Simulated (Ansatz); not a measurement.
# Preparing CaTiN2 (Pmmn) as a host crystal, part 4 of 4

Before any defect goes in: CaTiN2 (Pmmn) at rest, and how it screens a charge.

Ansatz 0.2.0; plane-wave PAW DFT, PBE; relaxation of the host's cell and atoms; PAW set soft_1 (the session's first sound run).

So far. Step 3 (Dielectric tensors of the host): The principal values of the electronic dielectric tensor are 7.71, 8.87 and 9.50. The principal values of the static dielectric tensor are 19.17, 42.90 and 45.46.

## (7) Defect free supercell relaxed from displaced atoms

This step: plane-wave PAW DFT, PBE; relaxation of the defect-free supercell from random displacements, a test of the host's stability; PAW set soft_1 (Ansatz 0.2.0).

Input file pristine.rattled/input.yaml:

```yaml
crystal:
  lattice:
    - [7.3152976099, 0.0, 0.0]
    - [0.0, 7.8369045297, 0.0]
    - [0.0, 0.0, 7.5644222331]
  atoms:
    - { symbol: Ca, position: [0.0, 0.25, 0.8501098737] }
    - { symbol: Ca, position: [0.25, 0.0, 0.1498901263] }
    - { symbol: Ti, position: [0.0, 0.25, 0.4077765119] }
    - { symbol: Ti, position: [0.25, 0.0, 0.5922234881] }
    - { symbol: "N", position: [0.25, 0.25, 0.5239989283] }
    - { symbol: "N", position: [0.0, 0.0, 0.4760010717] }
    - { symbol: "N", position: [0.0, 0.25, 0.1637802212] }
    - { symbol: "N", position: [0.25, 0.0, 0.8362197788] }
    - { symbol: Ca, position: [0.0, 0.75, 0.8501098737] }
    - { symbol: Ca, position: [0.25, 0.5, 0.1498901263] }
    - { symbol: Ti, position: [0.0, 0.75, 0.4077765119] }
    - { symbol: Ti, position: [0.25, 0.5, 0.5922234881] }
    - { symbol: "N", position: [0.25, 0.75, 0.5239989283] }
    - { symbol: "N", position: [0.0, 0.5, 0.4760010717] }
    - { symbol: "N", position: [0.0, 0.75, 0.1637802212] }
    - { symbol: "N", position: [0.25, 0.5, 0.8362197788] }
    - { symbol: Ca, position: [0.5, 0.25, 0.8501098737] }
    - { symbol: Ca, position: [0.75, 0.0, 0.1498901263] }
    - { symbol: Ti, position: [0.5, 0.25, 0.4077765119] }
    - { symbol: Ti, position: [0.75, 0.0, 0.5922234881] }
    - { symbol: "N", position: [0.75, 0.25, 0.5239989283] }
    - { symbol: "N", position: [0.5, 0.0, 0.4760010717] }
    - { symbol: "N", position: [0.5, 0.25, 0.1637802212] }
    - { symbol: "N", position: [0.75, 0.0, 0.8362197788] }
    - { symbol: Ca, position: [0.5, 0.75, 0.8501098737] }
    - { symbol: Ca, position: [0.75, 0.5, 0.1498901263] }
    - { symbol: Ti, position: [0.5, 0.75, 0.4077765119] }
    - { symbol: Ti, position: [0.75, 0.5, 0.5922234881] }
    - { symbol: "N", position: [0.75, 0.75, 0.5239989283] }
    - { symbol: "N", position: [0.5, 0.5, 0.4760010717] }
    - { symbol: "N", position: [0.5, 0.75, 0.1637802212] }
    - { symbol: "N", position: [0.75, 0.5, 0.8362197788] }
basis:
  ecutwfc: 420
  xc_grid: 2
hamiltonian:
  xc: pbe
  pseudopotentials: { kind: paw, azcp: { folder: soft_1 } }
kpoints:
  mp_grid: { grid: [1, 1, 1], shift: [0.25, 0.25, 0.25] }
scf:
  occupations: { method: fermi_dirac, width: 0.01 }
  max_iter: 80
output:
  forces: true
relax:
  f_tol: 0.01
  max_steps: 120
  random_displacement: { amplitude: 0.08, seed: 9714 }
checkpoint:
  write: "../pristine.rattled.run"
  compress: false
  write_wavefunctions: false
  write_every: 100000
```

Command:

```bash
$ ansatz run input.yaml --threads 4 --pin off --max-ram 15073MiB --backend cpu --events-out ev --progress --plain --runs-dir out
```

Numbers of over 12 decimals in the logs are rounded to 6 here.

The log of the run:

```text
[...]
Crystal: 32 atoms, lattice volume = 433.663 Å³
Basis set: ecut = 420 eV, 8447 PW (Γ), exchange–correlation on 100×108×108 points (8 copies of the dense FFT grid, shifted against one another)
Bands: 160, of which v1, the nominal top of the filled ones, is band 128 counted from 1 (127 counted from 0)
Symmetry: 1 space group operations
k-points: 1
[...]
SCF iter   1: F=—  HF=-40730.263557 eV  |F-HF|=—  |Δ(HF+E_count)|=         —  Δρ=8.43e-2  dr2=5.35e1  ethr=3.10e-3  ⟨swp⟩=7.0  Hψ=656  notcnv=0  defer=18
[...]
SCF iter   9: F=-40719.472142 eV  HF=-40719.472143 eV  |F-HF|=3.11e-7  |Δ(HF+E_count)|=   1.16e-5  Δρ=2.43e-5  dr2=2.46e-6  ethr=9.77e-10  ⟨swp⟩=4.0  Hψ=472  notcnv=0
SCF 1 converged in 9 iterations: F = -40719.472142 eV  dr2 = 2.46e-6
[...]
relax step   1: F+E_penalty+E_count = -40719.47214233 eV  Δ(F+E_penalty+E_count) = +0.000e0 eV  max|allowed force component| = 2.757e0 eV/Å  Δτ_max = 0.0000 Å  (9 SCF iters, dr2 threshold 2.50e-6 eV, accepted)
[...]
relax step   2: F+E_penalty+E_count = -40720.69313329 eV  Δ(F+E_penalty+E_count) = -1.221e0 eV  max|allowed force component| = 1.370e0 eV/Å  Δτ_max = 0.1948 Å  (6 SCF iters, dr2 threshold 1.00e-4 eV, accepted)
relax step   3: F+E_penalty+E_count = -40721.20195031 eV  Δ(F+E_penalty+E_count) = -5.088e-1 eV  max|allowed force component| = 7.238e-2 eV/Å  Δτ_max = 0.1272 Å  (6 SCF iters, dr2 threshold 1.00e-4 eV, accepted)
relax step   4: F+E_penalty+E_count = -40721.19489886 eV  Δ(F+E_penalty+E_count) = +7.051e-3 eV  max|allowed force component| = 1.486e-1 eV/Å  Δτ_max = 0.0431 Å  (6 SCF iters, dr2 threshold 3.27e-7 eV, rejected (line search))
relax step   5: F+E_penalty+E_count = -40721.20797330 eV  Δ(F+E_penalty+E_count) = -6.023e-3 eV  max|allowed force component| = 4.127e-2 eV/Å  Δτ_max = 0.0210 Å  (6 SCF iters, accepted)
relax step   6: F+E_penalty+E_count = -40721.20952175 eV  Δ(F+E_penalty+E_count) = -1.548e-3 eV  max|allowed force component| = 5.648e-2 eV/Å  Δτ_max = 0.0265 Å  (6 SCF iters, dr2 threshold 1.06e-7 eV, accepted)
relax step   7: F+E_penalty+E_count = -40721.21041481 eV  Δ(F+E_penalty+E_count) = -8.931e-4 eV  max|allowed force component| = 1.551e-2 eV/Å  Δτ_max = 0.0085 Å  (6 SCF iters, dr2 threshold 1.04e-6 eV, accepted)
relax step   8: F+E_penalty+E_count = -40721.20930860 eV  Δ(F+E_penalty+E_count) = +1.106e-3 eV  max|allowed force component| = 7.014e-2 eV/Å  Δτ_max = 0.0050 Å  (6 SCF iters, rejected (line search))
SCF iter   1: F=—  HF=-40721.211758 eV  |F-HF|=—  |Δ(HF+E_count)|=         —  Δρ=5.42e-4  dr2=1.13e-3  ethr=4.13e-6  ⟨swp⟩=3.0  Hψ=265  notcnv=0  defer=27
[...]
SCF iter   6: F=-40721.210509 eV  HF=-40721.210509 eV  |F-HF|=2.74e-9  |Δ(HF+E_count)|=   1.24e-8  Δρ=1.18e-6  dr2=6.62e-9  ethr=1.69e-11  ⟨swp⟩=2.0  Hψ=377  notcnv=0
SCF 9 converged in 6 iterations: F = -40721.210509 eV  dr2 = 6.62e-9
relax step   9: F+E_penalty+E_count = -40721.21050924 eV  Δ(F+E_penalty+E_count) = -9.443e-5 eV  max|allowed force component| = 3.643e-3 eV/Å  Δτ_max = 0.0025 Å  (6 SCF iters, accepted)
SCF converged after 6 iterations
Free energy (F): -40721.210509 eV
[...]
Internal energy: -40721.210509 eV  (E = F + TS)
E sigma→0 (E₀):  -40721.210509 eV
Fermi energy:    10.350656 eV
[...]
--- Forces (eV/Å), atoms counted from 1 ---
  atom   1  Ca     0.00041039     0.00134098     0.00061395
  atom   2  Ca     0.00084928     0.00165500     0.00118894
  atom   3  Ti     0.00048700    -0.00093557     0.00005822
  atom   4  Ti     0.00364282    -0.00011692    -0.00145076
  atom   5  N     -0.00116165     0.00066013     0.00109755
  atom   6  N      0.00207201    -0.00017868     0.00089106
  atom   7  N     -0.00074244     0.00138590    -0.00025142
  atom   8  N     -0.00235822    -0.00075439     0.00061372
  atom   9  Ca    -0.00040355    -0.00194184    -0.00087257
  atom  10  Ca     0.00144566    -0.00070481    -0.00071232
  atom  11  Ti    -0.00217031    -0.00140108     0.00179171
  atom  12  Ti    -0.00112429    -0.00063661     0.00046361
  atom  13  N     -0.00094143    -0.00032406     0.00101463
  atom  14  N      0.00043409    -0.00040674    -0.00233746
  atom  15  N      0.00057879     0.00022723    -0.00093849
  atom  16  N      0.00039264    -0.00203501    -0.00160314
  atom  17  Ca     0.00000526    -0.00062511     0.00130527
  atom  18  Ca    -0.00094246     0.00011487     0.00177955
  atom  19  Ti     0.00023192     0.00038089    -0.00261427
  atom  20  Ti    -0.00096548    -0.00025950    -0.00124407
  atom  21  N     -0.00047843     0.00266082     0.00082221
  atom  22  N      0.00046901    -0.00006877    -0.00063274
  atom  23  N      0.00109800    -0.00032964     0.00003969
  atom  24  N     -0.00026460    -0.00197073    -0.00001054
  atom  25  Ca     0.00038860    -0.00014207     0.00126213
  atom  26  Ca    -0.00134923     0.00041260     0.00008456
  atom  27  Ti     0.00068937     0.00273302    -0.00047358
  atom  28  Ti     0.00346083    -0.00040491     0.00066937
  atom  29  N     -0.00124366     0.00033740    -0.00104990
  atom  30  N      0.00053775     0.00097686     0.00240216
  atom  31  N     -0.00015549     0.00132281     0.00056879
  atom  32  N     -0.00289564    -0.00096589    -0.00248772
  max |Σ_I F_I| component: 1.19e-5 eV/Å
--- Relaxed structure (9 steps of the walk, 7 accepted, 0 SCFs on fresh bases) ---
  F+E_penalty+E_count = -40721.21050924 eV   max|allowed force component| = 3.643e-3 eV/Å
  atoms:
    - { symbol: Ca, position: [0.000295, 0.250509, 0.849500] }
    - { symbol: Ca, position: [0.251035, 0.000941, 0.149156] }
    - { symbol: Ti, position: [0.001194, 0.251164, 0.407111] }
    - { symbol: Ti, position: [0.250146, 0.000365, 0.591577] }
    - { symbol: N, position: [0.250839, 0.250955, 0.522842] }
    - { symbol: N, position: [0.000485, 0.000569, 0.475873] }
    - { symbol: N, position: [0.003303, 0.250080, 0.163096] }
    - { symbol: N, position: [0.248166, 0.001402, 0.835588] }
    - { symbol: Ca, position: [0.000320, 0.750545, 0.849524] }
    - { symbol: Ca, position: [0.251023, 0.501012, 0.149191] }
    - { symbol: Ti, position: [0.001189, 0.751164, 0.407110] }
    - { symbol: Ti, position: [0.250177, 0.500386, 0.591588] }
    - { symbol: N, position: [0.250848, 0.750959, 0.522719] }
    - { symbol: N, position: [0.000502, 0.500572, 0.475950] }
    - { symbol: N, position: [0.003250, 0.750100, 0.163100] }
    - { symbol: N, position: [0.248131, 0.501542, 0.835610] }
    - { symbol: Ca, position: [0.500307, 0.250530, 0.849503] }
    - { symbol: Ca, position: [0.751064, 0.001009, 0.149151] }
    - { symbol: Ti, position: [0.501175, 0.251133, 0.407111] }
    - { symbol: Ti, position: [0.750170, 0.000376, 0.591594] }
    - { symbol: N, position: [0.750836, 0.250940, 0.522754] }
    - { symbol: N, position: [0.500502, 0.000553, 0.475920] }
    - { symbol: N, position: [0.503225, 0.250086, 0.163092] }
    - { symbol: N, position: [0.748150, 0.001536, 0.835611] }
    - { symbol: Ca, position: [0.500309, 0.750533, 0.849489] }
    - { symbol: Ca, position: [0.751061, 0.500964, 0.149177] }
    - { symbol: Ti, position: [0.501211, 0.751131, 0.407100] }
    - { symbol: Ti, position: [0.750151, 0.500362, 0.591598] }
    - { symbol: N, position: [0.750845, 0.750948, 0.522892] }
    - { symbol: N, position: [0.500504, 0.500553, 0.475849] }
    - { symbol: N, position: [0.503307, 0.750070, 0.163081] }
    - { symbol: N, position: [0.748185, 0.501407, 0.835626] }
```

The job ended after 19 s (4 threads of Arm Neoverse V2, shared host; peak memory 0.72 GiB).

Step by step:

| step | energy less that of the first step (eV) | largest force component (eV/Å) |
| --- | --- | --- |
| 1 | 0.0000 | 2.7568 |
| 2 | -1.2210 | 1.3699 |
| 3 | -1.7298 | 0.0724 |
| 4 | -1.7228 | 0.1486 |
| 5 | -1.7358 | 0.0413 |
| 6 | -1.7374 | 0.0565 |
| 7 | -1.7383 | 0.0155 |
| 8 | -1.7372 | 0.0701 |
| 9 | -1.7384 | 0.0036 |

Relaxation steps 4, 8 were tried and not accepted.

The atoms that moved most (Å, from the sites as typed, ahead of the random displacement, the mean shift of all atoms taken out):

| atom | dx | dy | dz | length |
| --- | --- | --- | --- | --- |
| N31 | 0.019 | -0.005 | 0.000 | 0.020 |
| N7 | 0.019 | -0.005 | 0.000 | 0.020 |
| N16 | -0.019 | 0.006 | 0.000 | 0.020 |
| N24 | -0.019 | 0.006 | 0.000 | 0.020 |
| N15 | 0.019 | -0.005 | 0.000 | 0.019 |
| N23 | 0.019 | -0.005 | 0.000 | 0.019 |
| N8 | -0.018 | 0.005 | 0.000 | 0.019 |
| N32 | -0.018 | 0.005 | 0.000 | 0.019 |

The relaxed structure:

```xyz
32
Lattice="7.3153 0.0000 0.0000 0.0000 7.8369 0.0000 0.0000 0.0000 7.5644" Properties=species:S:1:pos:R:3 pbc="T T T"
Ca    0.0022    1.9632    6.4260
Ca    1.8364    0.0074    1.1283
Ti    0.0087    1.9683    3.0796
Ti    1.8299    0.0029    4.4749
N     1.8350    1.9667    3.9550
N     0.0035    0.0045    3.5997
N     0.0242    1.9599    1.2337
N     1.8154    0.0110    6.3207
Ca    0.0023    5.8819    6.4262
Ca    1.8363    3.9264    1.1285
Ti    0.0087    5.8868    3.0796
Ti    1.8301    3.9215    4.4750
N     1.8350    5.8852    3.9541
N     0.0037    3.9229    3.6003
N     0.0238    5.8785    1.2338
N     1.8152    3.9305    6.3209
Ca    3.6599    1.9634    6.4260
Ca    5.4943    0.0079    1.1282
Ti    3.6662    1.9681    3.0796
Ti    5.4877    0.0029    4.4751
N     5.4926    1.9666    3.9543
N     3.6613    0.0043    3.6001
N     3.6812    1.9599    1.2337
N     5.4729    0.0120    6.3209
Ca    3.6599    5.8819    6.4259
Ca    5.4942    3.9260    1.1284
Ti    3.6665    5.8865    3.0795
Ti    5.4876    3.9213    4.4751
N     5.4927    5.8851    3.9554
N     3.6613    3.9228    3.5995
N     3.6818    5.8782    1.2336
N     5.4732    3.9295    6.3210
```

The relaxation ends 54 meV an atom lower than the displaced start, with a largest force component of 0.0036 eV/Å.

## (8) Results

```yaml
primitive_cell_vectors_lengths: 3.658, 3.918, 7.564 Å
electronic_dielectric_constant: principal values (7.71, 8.87, 9.50)
static_dielectric_constant: principal values (19.17, 42.90, 45.46)
gap_on_the_k_mesh_of_the_response_run_pbe: 0.75 eV
supercell_relaxed_in_its_symmetry_less_the_displaced_and_relaxed_one: 0.000 eV
energy_an_atom_at_one_point_at_less_that_on_the_dense_mesh: -0.002 eV
```

What this shows: Step 6: First to last step the energy falls by 0.006 eV; the largest move, 0.019 Å, is that of N24 and 7 other atoms alike. Step 7: The energy fell by 1.738 eV from the randomly displaced start; against the sites as typed, N31 ends farthest off, by 0.02 Å, once the mean shift is taken out. The displaced cell ends within 0.01 eV of the symmetric one relaxed in its symmetry, so no lower structure shows in this supercell. The k-mesh can miss the band edges, so this gap is an upper bound at this level. All at zero temperature.

[Logs are printed without paths, hosts, clocks, repeated set-up lines and the standing remarks that a program may print on its own settings, such as how far it seeks lower states.]

[Hosts, paths, dates, database ids (printed as entryN), source tags and the programs' standing remarks are cut or masked in the printed files.]

[Runs of the host that timed out are not shown.]

[For some hosts the program warned that the k-mesh of the response run may be too coarse for force constants and the static dielectric constant; such warnings are not always shown.]

[The program warned that the k-mesh of a response run behind this text may be too coarse: force constants, and the static dielectric constant and all else formed from them, are not shown converged.]
